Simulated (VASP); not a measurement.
CaSe under changes of volume

One of the cells (26.346 Å³/atom); the others are scaled copies at fixed shape and fractional positions:

```
Se Ca
1.0
     0.00000    2.97558    2.97558
     2.97558    0.00000    2.97558
     2.97558    2.97558    0.00000
Se Ca
1 1
Cartesian
  2.9756 2.9756 2.9756
  0.0000 0.0000 0.0000
```

| Property | Result |
| --- | --- |
| Program | VASP 6.6.1 |
| Functional | PBEsol |
| Potentials or basis | VASP PAW PBE potentials, release 64 (Se, Ca_sv) |
| Cutoff | 520 eV |
| k mesh | 8 × 8 × 8 |
| Occupations | fermi-dirac, width 0.05 eV |
| Spin | no spin polarisation |

```tsv
volume (Å³/atom)	energy over the lowest point (meV/atom)	pressure (GPa)	gap on the mesh (eV)
24.280	?	?	?
24.796	2.22	1.2	1.82
25.313	0.00	0.1	1.87
26.346	5.56	-1.8	1.97
26.863	12.71	-2.7	2.02
27.379	22.37	-3.4	2.06
```

**Question.** What does the run at 24.280 Å³/atom give?

**Answer.** Energy over the lowest point 8.29 meV/atom; pressure 2.5 GPa; gap on the mesh 1.76 eV.

Worked out: A Birch-Murnaghan fit of order 3 (a polynomial in V^(-2/3)) to the other rows has its minimum at 25.38 Å³/atom with B0 = V·E''(V) = 52 GPa and B' = 4.1. It gives 8.25 meV/atom at 24.280 Å³/atom, against the run's 8.29, and -dE/dV = 2.5 GPa, against 2.5. A straight line through the other rows of the gap, of slope 2.45 eV per unit of ln V, extrapolates to 1.77 eV, against the run's 1.76.

Energies are extrapolated to zero smearing.

Caveats: the PAW data sets were made with another functional, which shifts forces and pressure a little.

A mesh can miss the band edges. Spin-orbit coupling on Se is left out.
